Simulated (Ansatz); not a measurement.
AgBr (Fm-3m) from LDA to hybrids

All numbers come from the plane-wave code Ansatz. Calculated for a static, non-magnetic cell.

The cell is a 2-atom cell of AgBr started from a crystallographic database; cell and atoms were relaxed with r2SCAN. The symmetry is Fm-3m (No. 225, cubic); a = 5.786 Å in the conventional setting, 24.21 Å³ an atom. Ag is surrounded by 6 Br at 2.89 Å; Br is surrounded by 6 Ag at 2.89 Å.

```cif
data_structure
_symmetry_space_group_name_H-M 'P 1'
_symmetry_Int_Tables_number 1
_cell_length_a 4.0910
_cell_length_b 4.0910
_cell_length_c 4.0910
_cell_angle_alpha 60.000
_cell_angle_beta 60.000
_cell_angle_gamma 60.000
_cell_volume 48.41
loop_
_atom_site_label
_atom_site_type_symbol
_atom_site_fract_x
_atom_site_fract_y
_atom_site_fract_z
_atom_site_occupancy
Ag1 Ag 0.00000 0.00000 0.00000 1
Br1 Br 0.50000 0.50000 0.50000 1
```

Relaxed lattice by functional, symmetry kept:

| functional | k mesh | a (Å) | volume (Å³/atom) |
| --- | --- | --- | --- |
| PBE | 8×8×8 | 5.843 | 24.94 |
| r2SCAN | 8×8×8 | 5.786 | 24.21 |
| PBEsol | 8×8×8 | 5.674 | 22.84 |
| LDA | 8×8×8 | 5.584 | 21.77 |
| HSE06 | 6×6×6 | 5.830 | 24.78 |

Band edges at fixed r2SCAN geometry:
```json
{"level": "LDA", "k mesh": "8×8×8", "gap (eV)": "0.38", "kind": "indirect", "edges": "L → Γ", "least direct gap (eV)": "2.23"}
{"level": "PBE", "k mesh": "8×8×8", "gap (eV)": "0.68", "kind": "indirect", "edges": "L → Γ", "least direct gap (eV)": "2.53"}
{"level": "PBE+SOC", "k mesh": "8×8×8", "gap (eV)": "0.59", "kind": "indirect", "edges": "L → Γ", "least direct gap (eV)": "2.35"}
{"level": "r2SCAN", "k mesh": "8×8×8", "gap (eV)": "1.29", "kind": "indirect", "edges": "L → Γ", "least direct gap (eV)": "3.20"}
{"level": "r2SCANh", "k mesh": "6×6×6", "gap (eV)": "2.01", "kind": "indirect", "edges": "L → Γ", "least direct gap (eV)": "3.86"}
{"level": "HSE06", "k mesh": "6×6×6", "gap (eV)": "2.03", "kind": "indirect", "edges": "L → Γ", "least direct gap (eV)": "3.77"}
{"level": "HSE06+SOC", "k mesh": "4×4×4", "gap (eV)": "1.93", "kind": "indirect", "edges": "L → Γ", "least direct gap (eV)": "3.58"}
{"level": "DDH-PBE0", "k mesh": "6×6×6", "gap (eV)": "1.99", "kind": "indirect", "edges": "L → Γ", "least direct gap (eV)": "3.77"}
{"level": "PBE0", "k mesh": "6×6×6", "gap (eV)": "2.69", "kind": "indirect", "edges": "L → Γ", "least direct gap (eV)": "4.44"}
```
PBE, PBE+SOC: smearing of 0.02 eV; the others have fixed occupations.
Wave cutoffs: 420 eV, 500 eV (r2SCAN, r2SCANh). Set aside, since their points miss a band edge that the other levels read or their mesh is too coarse: LC-ωPBE.

With HSE06 the valence top lies at L and the conduction bottom at Γ, 2.03 eV higher; the smallest vertical gap, at Γ, is 3.77 eV. Spin-orbit coupling changes the PBE gap by -0.09 eV, to 0.59 eV; at Γ the threefold valence level splits into a fourfold and a twofold level 0.55 eV apart, the fourfold one on top.

r2SCAN covers 45 % of the step from PBE to HSE06, while HSE06 needs about 22 times r2SCAN's cost (on a coarser mesh). Among these functionals the gap stays indirect.

On the PBEsol cell (a = 5.674 Å), with PBEsol: The optical mode at Γ lies at 87 cm⁻¹ without the longitudinal term. With the long-range field the highest mode reaches 125 cm⁻¹. By the program's warning the force constants, and with them frequencies and ε⁰, aren't converged on this mesh. The electronic dielectric tensor ε∞ is 6.55 in all directions. With the ions relaxed, ε⁰ is 13.7 in all directions. Born charges, averaged over directions: Ag +1.51, Br -1.51 e.

Only the levels marked +SOC include spin-orbit coupling.

The meshes of the hybrids are coarse, so their gaps aren't converged to the digits shown.
